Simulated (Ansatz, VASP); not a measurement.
KF: VASP beside Ansatz

Contents of INCAR:

```
SYSTEM = KF
PREC = Accurate
ENCUT = 520
EDIFF = 1E-6
ISMEAR = -1
SIGMA = 0.01
LREAL = .FALSE.
LASPH = .TRUE.
NELM = 60
ALGO = Normal
ISIF = 2
LWAVE = .FALSE.
LCHARG = .FALSE.
GGA = PS
NBANDS = 15
```

Contents of KPOINTS:

```
Automatic mesh
0
G
  9 9 9
  0 0 0
```

Contents of POSCAR:

```
KF
1.0
    0.0000000000      2.6189234616      2.6189234616
    2.6189234616      0.0000000000      2.6189234616
    2.6189234616      2.6189234616      0.0000000000
K F
1 1
Direct
    0.0000000000      0.0000000000      0.0000000000
    0.5000000000      0.5000000000      0.5000000000
```

Input for Ansatz:

```yaml
crystal:
  lattice:
    - [0.0, 2.6189234616, 2.6189234616]
    - [2.6189234616, 0.0, 2.6189234616]
    - [2.6189234616, 2.6189234616, 0.0]
  atoms:
    - { symbol: K, position: [0.0, 0.0, 0.0] }
    - { symbol: F, position: [0.5, 0.5, 0.5] }
kpoints:
  mp_grid: { grid: [9, 9, 9] }
  band_path:
    path:
      - [0.0, 0.0, 0.0]
      - [0.5, 0.0, 0.5]
      - [0.625, 0.25, 0.625]
      - [0.375, 0.375, 0.75]
      - [0.0, 0.0, 0.0]
      - [0.5, 0.5, 0.5]
      - [0.5, 0.25, 0.75]
      - [0.5, 0.0, 0.5]
    npoints: 5
scf:
  occupations: { method: fermi_dirac, width: 0.01 }
hamiltonian:
  xc: pbesol
  pseudopotentials: { kind: all_electron, lapw: { basis_error: 0.001 } }
output:
  forces: true
  stress: true
  eigenvalues: true
```

Change from the starting cell: volume scaled by 0.94.

Alike in both runs: task single point; functional PBEsol; k mesh 9 × 9 × 9; occupations fermi-dirac, width 0.01 eV; no spin polarisation.

```csv
,VASP,Ansatz
version,VASP 6.6.1,Ansatz 0.2.0
potentials or method,"VASP PAW PBE potentials, release 64 (K_sv, F)","all-electron LAPW, scalar-relativistic"
plane-wave cutoff (eV),520,see its input
```

|  | VASP | Ansatz | Ansatz less VASP |
| --- | --- | --- | --- |
| gap on the k mesh at the Fermi level (eV) | 6.34 | 6.35 | +0.013 |
| pressure (GPa) | 1.5 | 1.4 | -0.10 |

Ansatz ran all-electron here, so the differences hold the error of VASP's frozen core and of both bases.

Caveats: the PAW data sets were made with another functional, which shifts forces and pressure a little (VASP); an odd mesh through Γ misses points on the zone boundary, where band edges often lie.
